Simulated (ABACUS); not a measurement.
Runs of ABACUS 3.10.1 on PbS (Galena). It takes space group Fm-3m (No. 225, cubic). Conventional cell: a = 5.931 Å, b = 5.931 Å, c = 5.931 Å, α = 90.00°, β = 90.00°, γ = 90.00°. Around Pb (site symmetry m-3m) lie 6 S at 2.97 Å. Around S (site symmetry m-3m) lie 6 Pb at 2.97 Å. 

```tsv
task	level	potentials or basis	spin	cell	k mesh	cutoff (eV)	radial cutoff of the potentials (pseudo_rcut)	SCF threshold on the density	eigensolver	mixing share	symmetry key	mesh quality	gap on the mesh (eV)	pressure (GPa)	V0 of scaled cells (Å³/atom)	B0 (GPa)
single point	PBE	PseudoDojo NC FR 0.4 PBE stringent, DZP LCAO (the cutoffs set its grid)	SOC, no magnetisation	as given	5 × 5 × 5	1361	7 bohr	1e-07	genelpa	0.4	0	not flagged	-	1.9	-	-
single point	PBE	PseudoDojo NC SR 0.4.1 PBE standard, DZP LCAO (the cutoffs set its grid)	off	as given	8 × 8 × 8	1361	10 bohr	1e-07	genelpa	0.7	1	not flagged	0.58	3.3	-	-
equation of state	PBEsol	PseudoDojo NC SR 0.4.1 PBEsol standard, plane waves	off	as given	6 × 6 × 6	857	10 bohr	1e-08	dav	0.7	1	not flagged	-	-	(b)	(a)
single point	PBE	PseudoDojo NC SR 0.4.1 PBE standard, TZDP LCAO (the cutoffs set its grid)	off	as given	8 × 8 × 8	1361	10 bohr	1e-07	genelpa	0.7	1	not flagged	0.39	2.3	-	-
relaxation of cell and atoms	revTPSS	SG15 ONCV 1.2 PBE, plane waves	off	relaxed	5 × 5 × 5	993	7 bohr	1e-08	dav	0.7	1	not flagged	-	0.0	-	-
equation of state	PBE	PseudoDojo NC FR 0.4 PBE stringent, DZP LCAO (the cutoffs set its grid)	SOC, no magnetisation	as given	5 × 5 × 5	1361	7 bohr	1e-07	genelpa	0.4	0	coarse	-	-	(d)	(c)
single point	revTPSS	SG15 ONCV 1.2 PBE, plane waves	off	as given	5 × 5 × 5	993	7 bohr	1e-08	dav	0.7	1	not flagged	-	0.7	-	-
single point	PBEsol	PseudoDojo NC SR 0.4.1 PBEsol standard, plane waves	off	as given	6 × 6 × 6	857	10 bohr	1e-08	dav	0.7	1	not flagged	0.26	-0.9	-	-
```

Alike in all rows: smearing fermi-dirac 0.05 eV.

Problem. Estimate the missing entries.

Solution. (a) 58; (b) 25.69; (c) 48; (d) 27.09.

Caveats: some runs use coarse meshes; the atomic orbitals were generated for these runs and aren't a published set (some runs); the basis of atomic orbitals isn't converged, which shifts pressures, moduli and gaps (some runs); spin-orbit coupling is left out, which as a rule narrows the gap of such compounds by several tenths of an eV (some runs); the potentials were made for another functional, which shifts forces and pressure (some runs).

A k mesh can miss the band edges, and rows without SOC leave out spin-orbit coupling on Pb.

The runs don't all hold the same shells in valence.
